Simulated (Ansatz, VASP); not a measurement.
## Rh: VASP beside Ansatz

The input INCAR:

```
ALGO = Normal
EDIFF = 1E-7
ENCUT = 520
GGA = PE
ISIF = 2
ISMEAR = -1
LASPH = True
LCHARG = False
LREAL = False
LWAVE = False
NBANDS = 14
NELM = 100
PREC = Accurate
SIGMA = 0.05
```

File KPOINTS:

```
k-points
0
Gamma
  12 12 12
```

Contents of POSCAR:

```
Rh
1.0
   -0.0393340000      1.8830950000      1.9624630000
    1.9019270000      0.0328110000      1.8903180000
    1.9246520000      1.8336750000      0.0100860000
Rh
1
Direct
    0.0047670000      0.0035010000     -0.0058200000
```

File input.yaml:

```yaml
crystal:
  lattice:
    - [-0.039334, 1.883095, 1.962463]
    - [1.901927, 0.032811, 1.890318]
    - [1.924652, 1.833675, 0.010086]
  atoms:
    - { symbol: Rh, position: [0.004767, 0.003501, -0.00582] }
hamiltonian:
  xc: pbe
  pseudopotentials: { kind: paw }
kpoints:
  mp_grid: { grid: [12, 12, 12] }
scf:
  occupations: { method: fermi_dirac, width: 0.05 }
output:
  forces: true
  stress: true
  eigenvalues: true
```

Change from the starting cell: cell strained at random at fixed volume.

Alike in both runs: task single point; functional PBE; k mesh 12 × 12 × 12; occupations fermi-dirac, width 0.05 eV; no spin polarisation.

|  | VASP | Ansatz |
| --- | --- | --- |
| version | VASP 6.6.1 | Ansatz 0.2.0 |
| potentials or method | VASP PAW PBE potentials, release 64 (Rh_pv) | Ansatz PAW |
| plane-wave cutoff (eV) | 520 | 420 |
| valence electrons in the cell | 15 | 17 |

Ansatz gave:

* gap on the k mesh at the Fermi level (eV): none
* pressure (GPa): 8.6
* largest component of the traceless stress (GPa): 10.09

Problem. Estimate VASP's values.

Solution. gap on the k mesh at the Fermi level (eV): none; pressure (GPa): 8.5; largest component of the traceless stress (GPa): 10.08.

A gap of «none» marks a metal or a gap that the smearing closes. The two sets of potentials don't hold the same shells in valence.
